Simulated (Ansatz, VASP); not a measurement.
# One calculation of Pd, 6 ways

The starting cell:

```
CELL_PARAMETERS angstrom
0.00000 1.94650 1.94650
1.94650 0.00000 1.94650
1.94650 1.94650 0.00000
ATOMIC_POSITIONS crystal
Pd 0.00000 0.00000 0.00000
```

Alike in all runs: task relaxation of cell and atoms; functional PBE; k mesh 12 × 12 × 12; occupations fermi-dirac, width 0.05 eV; no spin polarisation; no spin-orbit coupling.

| program and potentials | plane-wave cutoff (eV) | notes | equilibrium volume (Å³/atom) |
| --- | --- | --- | --- |
| Ansatz, Ansatz PAW | 420 | 18 valence electrons an atom on average | 15.32 |
| VASP, PBE PAW files Pd, 600 eV | 600 | 10 valence electrons an atom on average | 15.29 |
| VASP, PBE PAW files Pd, 580 eV | 580 | 10 valence electrons an atom on average | 15.28 |
| VASP, PBE PAW files Pd_GW, 630 eV | 630 | 10 valence electrons an atom on average | 15.22 |
| VASP, PBE PAW files Pd_sv_GW, 680 eV | 680 | 18 valence electrons an atom on average | 15.31 |
| Ansatz, all-electron LAPW, scalar-relativistic | - | - | 15.30 |

The equilibrium volume spans 15.22 (VASP, PBE PAW files Pd_GW, 630 eV) to 15.32 Å³/atom (Ansatz, Ansatz PAW), with all-electron results at 15.30. Relaxations stop with a little pressure left, so the last digit of a volume isn't settled.

The functional is the same throughout but for its coding, so the spread measures potentials, basis and numerics; runs on potential files found faulty are left out.
